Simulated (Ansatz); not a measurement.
**InSe: the gap from level to level**

A database entry relaxed whole under r2SCAN at zero pressure (R3m, No. 160):

```xyz
4
Lattice="2.0220 1.1674 8.6819 -2.0220 1.1674 8.6819 0.0000 -2.3348 8.6819" Properties=species:S:1:pos:R:3 pbc="T T T"
In    0.0000    0.0000    0.0506
In    0.0000    0.0000    2.8490
Se    0.0000    0.0000   16.1569
Se    0.0000    0.0000   21.4706
```

Its volume is 30.74 Å³ an atom, +5.1 % against the entry's 29.24, which is old or was flagged in a check.

Single points on this cell with plane-wave PAW DFT (Ansatz 0.2.0; r2SCAN 500 eV, hybrids 420 eV; fermi-dirac occupations of width 0.020 eV; no moments): r2SCAN on a 8×8×8 Γ-centred mesh; r2SCAN with spin-orbit coupling on a 6×6×6 Γ-centred mesh; HSE06 on a 4×4×4 Γ-centred mesh; PBE0 on a 4×4×4 Γ-centred mesh.

**Question.** How do gap, pressure and charges move from level to level?

**Answer.** The runs give:

```json
{"level": "r2SCAN", "gap (eV), or kind": "0.92", "pressure (GPa)": "0.0", "Bader charge of In (e)": "+0.77", "Bader charge of Se (e)": "-0.77"}
{"level": "r2SCAN with spin-orbit coupling", "gap (eV), or kind": "0.89", "pressure (GPa)": "0.0", "Bader charge of In (e)": "+0.77", "Bader charge of Se (e)": "-0.77"}
{"level": "HSE06", "gap (eV), or kind": "1.24", "pressure (GPa)": "0.2", "Bader charge of In (e)": "+0.78", "Bader charge of Se (e)": "-0.78"}
{"level": "PBE0", "gap (eV), or kind": "1.84", "pressure (GPa)": "0.0", "Bader charge of In (e)": "+0.79", "Bader charge of Se (e)": "-0.79"}
```

Under r2SCAN the gap is 0.92 eV, over mesh and band path. HSE06 moves it by +0.32 eV and PBE0 by +0.92 eV; PBE0 keeps its exact exchange at long range, which widens the gap over HSE06's by 0.60 eV on their common mesh. Spin-orbit coupling moves the r2SCAN gap by -0.03 eV.

Caveats: the relaxation kept the start's symmetry; HSE06 is read on its mesh and at the zone's corners, PBE0 on its mesh alone; hybrid pressures are good to a few tenths of a GPa; no dispersion correction, so weakly bound layers or chains stand too far apart and gaps read wide; pressure is positive in compression.
